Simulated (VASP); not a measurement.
Input of a VASP 6.6.1 run:

File POSCAR:

```
ZnS
1.0
    0.0000000000      2.7020000000      2.7020000000
    2.7020000000      0.0000000000      2.7020000000
    2.7020000000      2.7020000000      0.0000000000
Zn S
1 1
Direct
    0.7500000000      0.7500000000      0.7500000000
    0.0000000000      0.0000000000      0.0000000000
```

INCAR.step1

```
SYSTEM = ZnS
PREC = Accurate
ENCUT = 520
EDIFF = 1E-5
ISMEAR = 0
SIGMA = 0.02
LREAL = .FALSE.
LASPH = .TRUE.
NELM = 100
ALGO = Normal
ISIF = 2
LWAVE = .TRUE.
LCHARG = .FALSE.
NBANDS = 16
GGA = PE
```

Contents of INCAR.step2:

```
SYSTEM = ZnS
PREC = Accurate
ENCUT = 520
EDIFF = 1E-6
ISMEAR = 0
SIGMA = 0.02
LREAL = .FALSE.
LASPH = .TRUE.
NELM = 100
ALGO = Normal
ISIF = 2
LWAVE = .FALSE.
LCHARG = .FALSE.
METAGGA = MBJ
NBANDS = 16
ISTART = 1
```

KPOINTS

```
Automatic mesh
0
G
  10 10 10
  0 0 0
```

KPOINTS_OPT

```
path GXWKGLUWLK,UX
10
line-mode
reciprocal
 0.0000000000  0.0000000000  0.0000000000  G
 0.5000000000  0.0000000000  0.5000000000  X

 0.5000000000  0.0000000000  0.5000000000  X
 0.5000000000  0.2500000000  0.7500000000  W

 0.5000000000  0.2500000000  0.7500000000  W
 0.3750000000  0.3750000000  0.7500000000  K

 0.3750000000  0.3750000000  0.7500000000  K
 0.0000000000  0.0000000000  0.0000000000  G

 0.0000000000  0.0000000000  0.0000000000  G
 0.5000000000  0.5000000000  0.5000000000  L

 0.5000000000  0.5000000000  0.5000000000  L
 0.6250000000  0.2500000000  0.6250000000  U

 0.6250000000  0.2500000000  0.6250000000  U
 0.5000000000  0.2500000000  0.7500000000  W

 0.5000000000  0.2500000000  0.7500000000  W
 0.5000000000  0.5000000000  0.5000000000  L

 0.5000000000  0.5000000000  0.5000000000  L
 0.3750000000  0.3750000000  0.7500000000  K

 0.6250000000  0.2500000000  0.6250000000  U
 0.5000000000  0.0000000000  0.5000000000  X
```

Potentials or basis: VASP PAW PBE potentials, release 64 (Zn, S).

The run is started by

```console
$ cat potpaw_PBE.64/Zn/POTCAR potpaw_PBE.64/S/POTCAR > POTCAR
$ cp INCAR.step1 INCAR
$ mpirun -np 1 vasp_std > vasp.out
$ cp INCAR.step2 INCAR
$ mpirun -np 1 vasp_std > vasp.out
```

Task: Estimate the band gap along the path.

Result: 3.70 eV, direct.

Task: Predict the band gap on the k mesh.

Result: 3.70 eV, direct.

Levels at the corners of the path, in eV from the valence-band top:
| point | band 6 | band 7 | band 8 | band 9 | band 10 | band 11 | band 12 | band 13 |
| --- | --- | --- | --- | --- | --- | --- | --- | --- |
| Γ | -5.24 | 0.00 | 0.00 | 0.00 | 3.70 | 7.57 | 7.57 | 7.58 |
| X | -5.07 | -4.00 | -2.01 | -2.01 | 4.57 | 5.30 | 12.19 | 13.48 |
| X | -5.07 | -4.00 | -2.01 | -2.01 | 4.57 | 5.30 | 12.19 | 13.48 |
| W | -4.92 | -4.03 | -2.42 | -2.42 | 6.63 | 7.26 | 9.09 | 9.15 |
| W | -4.92 | -4.03 | -2.42 | -2.42 | 6.63 | 7.26 | 9.09 | 9.15 |
| K | -4.97 | -4.07 | -2.76 | -1.62 | 5.32 | 7.06 | 10.35 | 10.83 |
| K | -4.97 | -4.07 | -2.76 | -1.62 | 5.32 | 7.06 | 10.35 | 10.83 |
| Γ | -5.24 | 0.00 | 0.00 | 0.00 | 3.70 | 7.57 | 7.57 | 7.58 |
| Γ | -5.24 | 0.00 | 0.00 | 0.00 | 3.70 | 7.57 | 7.57 | 7.58 |
| L | -5.09 | -4.77 | -0.78 | -0.78 | 4.73 | 7.96 | 7.96 | 10.13 |
| L | -5.09 | -4.77 | -0.78 | -0.78 | 4.73 | 7.96 | 7.96 | 10.13 |
| U | -4.97 | -4.07 | -2.76 | -1.62 | 5.32 | 7.06 | 10.35 | 10.83 |
| U | -4.97 | -4.07 | -2.76 | -1.62 | 5.32 | 7.06 | 10.35 | 10.83 |
| W | -4.92 | -4.03 | -2.42 | -2.42 | 6.63 | 7.26 | 9.09 | 9.15 |
| W | -4.92 | -4.03 | -2.42 | -2.42 | 6.63 | 7.26 | 9.09 | 9.15 |
| L | -5.09 | -4.77 | -0.78 | -0.78 | 4.73 | 7.96 | 7.96 | 10.13 |
| L | -5.09 | -4.77 | -0.78 | -0.78 | 4.73 | 7.96 | 7.96 | 10.13 |
| K | -4.97 | -4.07 | -2.76 | -1.62 | 5.32 | 7.06 | 10.35 | 10.83 |
| U | -4.97 | -4.07 | -2.76 | -1.62 | 5.32 | 7.06 | 10.35 | 10.83 |
| X | -5.07 | -4.00 | -2.01 | -2.01 | 4.57 | 5.30 | 12.19 | 13.48 |

**Experimental background.**

“Electronic, vibrational, and thermodynamic properties of ZnS (zincblende and rocksalt structure)”, 2009, arxiv:0911.5022 quotes, for a bulk crystal of ZnS at 19 K: band gap 3.85 eV (direct).

A measured gap of ZnS is 3.85 eV (direct; 19 K; quoted in “Electronic, vibrational, and thermodynamic properties of ZnS (zincblende and rocksalt structure)”, 2009, arxiv:0911.5022); the calculated 3.70 eV misses it by -0.15 eV. The value is that of TB-mBJ, without temperature or zero-point motion.
